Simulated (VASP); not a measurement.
# VASP 6.6.1 run: CuI

INCAR

```
EDIFF = 1E-7
ENCUT = 520
LASPH = .TRUE.
ISMEAR = -1
PREC = Accurate
LREAL = .FALSE.
IBRION = -1
ISIF = 2
LWAVE = .FALSE.
LCHARG = .FALSE.
NELM = 73
SIGMA = 0.02
NBANDS = 16
NSW = 0
GGA = PS
```

KPOINTS

```
KPOINTS created by Atomic Simulation Environment
0
Gamma
8 8 8
0 0 0
```

POSCAR

```
Cu I
 1.0000000000000000
     2.8561100000000001   -0.0000000000000000    2.8561100000000001
    -0.0000000000000000    2.8561100000000001    2.8561100000000001
     2.8561100000000001    2.8561100000000001   -0.0000000000000000
 Cu  I
   1   1
Cartesian
 -0.0000000000000000 -0.0000000000000000 -0.0000000000000000
  2.8561100000000001  2.8561100000000001  2.8561100000000001
```

The recommended PBE PAW datasets give the neutral cell 18 valence electrons.

Command

```
mpirun -np 1 vasp_std
```

Standard output (part)

```
|     EEEEEEE  RRRRRR   RRRRRR   OOOOOOO  RRRRRR      ###     ###     ###     |
|     E        R     R  R     R  O     O  R     R     ###     ###     ###     |
|     E        R     R  R     R  O     O  R     R     ###     ###     ###     |
|     EEEEE    RRRRRR   RRRRRR   O     O  RRRRRR       #       #       #      |
|     E        R    R   R    R   O     O  R    R      ###     ###     ###     |
|     EEEEEEE  R     R  R     R  OOOOOOO  R     R     ###     ###     ###     |
|     ERROR: the triple product of the basis vectors is negative exchange     |
|     two basis vectors                                                       |
|       ---->  I REFUSE TO CONTINUE WITH THIS SICK JOB ... BYE!!! <----       |
```

VASP stopped before the first electronic step.

Q: Find the fault in these files.

A: Left-handed cell vectors. VASP stopped before the first electronic step.
